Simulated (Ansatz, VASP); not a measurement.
Al: programs and potentials compared

The starting cell:

```
Al
1.0
     0.00000    2.02481    2.02481
     2.02481    0.00000    2.02481
     2.02481    2.02481    0.00000
Al
1
Direct
  0.00000 0.00000 0.00000
```

Alike in all runs: task relaxation of cell and atoms; functional RPBE; dispersion D4; k mesh 11 × 11 × 11; occupations fermi-dirac, width 0.05 eV; no spin polarisation; no spin-orbit coupling.

| program and potentials | plane-wave cutoff (eV) | notes | equilibrium volume (Å³/atom) |
| --- | --- | --- | --- |
| Ansatz, Ansatz PAW | 420 | potentials made for PBE, which Ansatz adapts in part | 15.61 |
| VASP, PBE PAW files Al, 600 eV | 600 | potentials made for PBE | 15.56 |
| Ansatz, all-electron LAPW, scalar-relativistic | - | - | 15.61 |

The equilibrium volume spans 15.56 (VASP, PBE PAW files Al, 600 eV) to 15.61 Å³/atom (Ansatz, Ansatz PAW), with all-electron results at 15.61. Some sets were made for another functional than the one run, which can shift their rows. Relaxations stop with a little pressure left, so the last digit of a volume isn't settled.

Differences between rows come from potentials, basis sets and numerical settings, since the functional is the same but for its coding. Runs on potential files found faulty are left out.
